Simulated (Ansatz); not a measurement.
# A point defect in HfO2

Computed with DFT PBEsol, scalar-relativistic, plane waves, PAW (Ansatz 0.2.0). Settings: 420 eV cutoff, 2×2×2 k-mesh, shifted by half a step, Gaussian smearing of 0.01 eV, collinear spin in charge 0 alone.

Host crystal, relaxed:

```
Hf O
1.0
     4.83012    0.00000    0.00000
     0.00000    4.83012    0.00000
     0.00000    0.00000    3.20972
Hf O
2 4
Direct
  0.00000 0.00000 0.00000
  0.50000 0.50000 0.50000
  0.19497 0.80503 0.50000
  0.30503 0.30503 0.00000
  0.69497 0.69497 0.00000
  0.80503 0.19497 0.50000
```

Supercell of 48 atoms, rows in host cell vectors: 1 1 -2; -1 1 2; 1 -1 2. Atoms relax at the host's cell, keeping the symmetry that the supercell leaves at the site. The cell is small, so energies carry finite-size errors of tenths of an eV. The host's Kohn–Sham gap is 3.89 eV. Atoms are taken from and returned to the elements' standard states. Charged cells are corrected for image charges with the computed static dielectric tensor (mean 28.6) and aligned with the host's potential at far atoms (alignment terms reach 0.05 eV; the program doubts the alignment in some charges, where it is up to 0.05 eV). No band-filling term is added, and the Fermi level counts from the host's valence band top.

Spin-orbit coupling is left out, which matters for the bands and energies of heavy elements.

The defect is an interstitial at (0.050, 0.600, 0.062) of the host cell.

```json
{"charge": "+1", "E_f at the valence band top (eV)": "-1.84", "over the neutral state (eV)": "-4.53", "moment (μB)": "0.00", "largest move (Å)": "0.71", "atoms near the site": "1 O at 1.00 Å"}
{"charge": "0", "E_f at the valence band top (eV)": "2.68", "over the neutral state (eV)": "0.00", "moment (μB)": "1.00", "largest move (Å)": "0.27", "atoms near the site": "1 O at 1.76 Å, 1 Hf at 2.04 Å, 1 O at 2.04 Å, 1 O at 2.16 Å, 1 O at 2.17 Å"}
{"charge": "-1", "E_f at the valence band top (eV)": "4.29", "over the neutral state (eV)": "1.61", "moment (μB)": "0.00", "largest move (Å)": "0.92", "atoms near the site": "1 Hf at 1.91 Å, 2 Hf at 2.01 Å, 1 O at 2.04 Å, 2 O at 2.08 Å, 1 O at 2.30 Å, 1 O at 2.55 Å"}
```

Among the charges computed the stable one is +1 at the valence band top, changing to -1 at 3.07 eV. Other sites of the defect weren't tried.

Question: Which element is it? Judge by the nearest distance in charge 0 and covalent radii.
A. K
B. Rb
C. Ba
D. Cs
E. H

Answer: E. The nearest neighbour is O at 1.76 Å, and the summed covalent radii with O are 2.81 Å for Ba, 3.10 Å for Cs, 0.97 Å for H, 2.69 Å for K, 2.86 Å for Rb, so H fits best. Bonds can miss such sums by a tenth of an ångström or more.